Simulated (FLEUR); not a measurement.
# Si (Fmmm) in FLEUR: further runs, part 2 of 2

FLEUR MaX-R8.1 (later development tree). The steps go on from the part before.

**5. Equation of state, r2SCAN, 14.96 Å³/atom**

Input file inp.xml:

```xml
<?xml version="1.0" encoding="UTF-8" standalone="no"?>
<fleurInput fleurInputVersion="0.39">
   <comment>
      Si                                                                                                  
   </comment>
   <calculationSetup>
      <cutoffs Kmax="4.78" Gmax="14.8" GmaxXC="14.8" numbands="0"/>
      <scfLoop itmax="80" minDistance="0.0001" maxIterBroyd="30" imix="Anderson" alpha="0.05" precondParam="0.0" spinf="2.0" sdNocoIR="T"/>
      <coreElectrons ctail="F" frcor="F" kcrel="0" coretail_lmax="0"/>
      <xcFunctional name="LibXC" relativisticCorrections="F">
         <LibXCName exchange="mgga_x_r2scan" correlation="mgga_c_r2scan"/>
         <AuxGGA exchange="117" correlation="130"/>
      </xcFunctional>
      <magnetism jspins="1"/>
      <soc l_soc="F" theta="0.0" phi="0.0" spav="F"/>
      <expertModes spex="0" secvar="F"/>
      <geometryOptimization l_f="F" forcealpha="1.0" forcemix="BFGS" epsdisp="0.00001" epsforce="0.00001"/>
      <ldaU l_linMix="F" mixParam="0.05" spinf="1.0"/>
   </calculationSetup>
   <cell>
      <bzIntegration valenceElectrons="48.0" mode="hist" fermiSmearingEnergy="0.00183747">
         <kPointListSelection listName="default-1"/>
         <!-- k-points included here -->
         <xi:include xmlns:xi="http://www.w3.org/2001/XInclude" href="kpts.xml"> </xi:include>
      </bzIntegration>
      <!-- symmetry operations included here -->
      <xi:include xmlns:xi="http://www.w3.org/2001/XInclude" href="sym.xml"> </xi:include>
      <bulkLattice scale="1.0000000000">
         <bravaisMatrix>
            <row-1>    0.0000000000000000     5.0264796464398298     8.7744586243866092</row-1>
            <row-2>    4.5774226900919546     0.0000000000000000     8.7744586243866092</row-2>
            <row-3>    4.5774226900919546     5.0264796464398298     0.0000000000000000</row-3>
         </bravaisMatrix>
      </bulkLattice>
   </cell>
   <atomSpecies>
      <species name="Silicon (Si)" element="Si" atomicNumber="14">
         <mtSphere radius="2.05" gridPoints="701" logIncrement="0.016"/>
         <atomicCutoffs lmax="8" lnonsphr="8"/>
         <electronConfig flipSpins="F">
            <coreConfig>(1s1/2)</coreConfig>
            <valenceConfig>(2s1/2) (2p1/2) (2p3/2) (3s1/2) (3p1/2) (3p3/2)</valenceConfig>
            <stateOccupation state="(3p1/2)" spinUp="0.333333" spinDown="0.333333"/>
            <stateOccupation state="(3p3/2)" spinUp="0.666667" spinDown="0.666667"/>
         </electronConfig>
         <energyParameters s="3" p="3" d="3" f="4"/>
         <lo type="SCLO" l="0" n="2" eDeriv="0"/>
         <lo type="SCLO" l="1" n="2" eDeriv="0"/>
         <lo type="SCLO" l="2" n="3" eDeriv="2"/>
         <lo type="SCLO" l="3" n="4" eDeriv="2"/>
      </species>
   </atomSpecies>
   <atomGroups>
      <atomGroup species="Silicon (Si)">
         <relPos label="                   1">.2202307000 .2202307000 -.2202307000</relPos>
         <relPos label="                   2">-.2202307000 -.2202307000 .2202307000</relPos>
         <force calculate="T" relaxXYZ="TTT"/>
      </atomGroup>
      <atomGroup species="Silicon (Si)">
         <relPos label="                   3">.2726057200 -.2726057200 .2726057200</relPos>
         <relPos label="                   4">-.2726057200 .2726057200 -.2726057200</relPos>
         <force calculate="T" relaxXYZ="TTT"/>
      </atomGroup>
   </atomGroups>
   <output dos="F" band="F" slice="F">
      <checks vchk="F" cdinf="F"/>
      <bandDOS minEnergy="-.5*Htr" maxEnergy="0.5*Htr" sigma="0.015" storeEVData="T"/>
      <vacuumDOS vacdos="F" integ="F" star="F" nstars="0" locx1="0.0" locy1="0.0" locx2="0.0" locy2="0.0" nstm="0" tworkf="0.0"/>
      <unfoldingBand unfoldBand="F" supercellX="1" supercellY="1" supercellZ="1"/>
      <plotting iplot="0" polar="F">
         <plot TwoD="T" vec1="  1.0  0.0  0.0" vec2="  0.0  1.0  0.0" vec3="  0.0  0.0  1.0" zero="  0.0  0.0  0.0" file="plot"/>
      </plotting>
      <chargeDensitySlicing numkpt="0" minEigenval="0.0" maxEigenval="0.0" nnne="0" pallst="F"/>
      <specialOutput eonly="F"/>
      <moessbauerParams electricFieldGradient="T" isomerShift="T" coreHyperfine="T" valenceHyperfine="T"/>
      <magneticCircularDichroism mcd="F" energyLo="-10.0" energyUp="0.0"/>
   </output>
  <!-- We include the file relax.xml here to enable relaxations (see documentation) -->
  <xi:include xmlns:xi="http://www.w3.org/2001/XInclude" href="relax.xml"> <xi:fallback/> </xi:include>
</fleurInput>
```

Command:

```bash
$ inpgen -f crystal.txt -profile fastHighL
$ # inp.xml edited to the form shown
$ fleur_MPI
```

Run time: 5.9 min. Hardware: 1 thread of Arm Neoverse V2, shared host; peak memory 0.13 GiB.

It converged, with:

```
Free energy                                           : -31579.7241 eV
Band gap on the k mesh                                : none (metal or under the smearing width)
Valence electrons inside the program's atomic spheres : Si 9.82, 9.86 (radii Si 2.05 bohr)
```

Caveat: the meta-GGA is that of a development version, with a GGA for the radial functions and cores and without core tails.

**6. Equation of state, r2SCAN, 15.56 Å³/atom (volume scaled by 1.04)**

inp.xml, as its differences from that of step 5:

```diff
@@ -27,3 +27,3 @@
       <xi:include xmlns:xi="http://www.w3.org/2001/XInclude" href="sym.xml"> </xi:include>
-      <bulkLattice scale="1.0000000000">
+      <bulkLattice scale="1.0131594038">
          <bravaisMatrix>
```

Potentials or basis: all-electron, FLAPW.

Command:

```bash
$ inpgen -f crystal.txt -profile fastHighL
$ # inp.xml edited to the form shown
$ fleur_MPI
```

Run time: 6 min. Hardware: 1 thread of Arm Neoverse V2, shared host; peak memory 0.13 GiB.

Results (log left out):

| Item | Value |
| --- | --- |
| Free energy | -31579.7292 eV |
| Band gap on the k mesh | none (metal or under the smearing width) |
| Valence electrons inside the program's atomic spheres | Si 9.79, 9.83 (radii Si 2.05 bohr) |

Caveat: the meta-GGA is that of a development version, with a GGA for the radial functions and cores and without core tails.

**7. Equation of state, r2SCAN, 15.86 Å³/atom (volume scaled by 1.06)**

inp.xml, as its differences from that of step 6:

```diff
@@ -27,3 +27,3 @@
       <xi:include xmlns:xi="http://www.w3.org/2001/XInclude" href="sym.xml"> </xi:include>
-      <bulkLattice scale="1.0131594038">
+      <bulkLattice scale="1.0196128224">
          <bravaisMatrix>
```

Command:

```bash
$ inpgen -f crystal.txt -profile fastHighL
$ # inp.xml edited to the form shown
$ fleur_MPI
```

Wall time 6.2 min (1 thread of Arm Neoverse V2, shared host); peak memory 0.13 GiB.

The run converged. Its results:

* Free energy: -31579.7091 eV
* Band gap on the k mesh: none (metal or under the smearing width)
* Valence electrons inside the program's atomic spheres: Si 9.77, 9.81 (radii Si 2.05 bohr)

Caveat: the meta-GGA is that of a development version, with a GGA for the radial functions and cores and without core tails.

**8. Equation of state, r2SCAN**

Potentials or basis: all-electron, FLAPW.

No new run: the results of the series are fitted here.

What came out:

* Equilibrium volume: 15.30 Å³/atom
* Bulk modulus at fixed shape and positions: 109 GPa

Energy against volume, from the lowest point:
| volume (Å³/atom) | energy (meV/atom) |
| --- | --- |
| 14.061 | 38.51 |
| 14.360 | 20.70 |
| 14.958 | 1.28 |
| 15.557 | 0.00 |
| 15.856 | 5.03 |

Caveat: the meta-GGA is that of a development version, with a GGA for the radial functions and cores and without core tails; the cell was scaled at fixed shape and fractional positions, which overstates the stiffness of a crystal with free parameters, most of all of layers and chains.
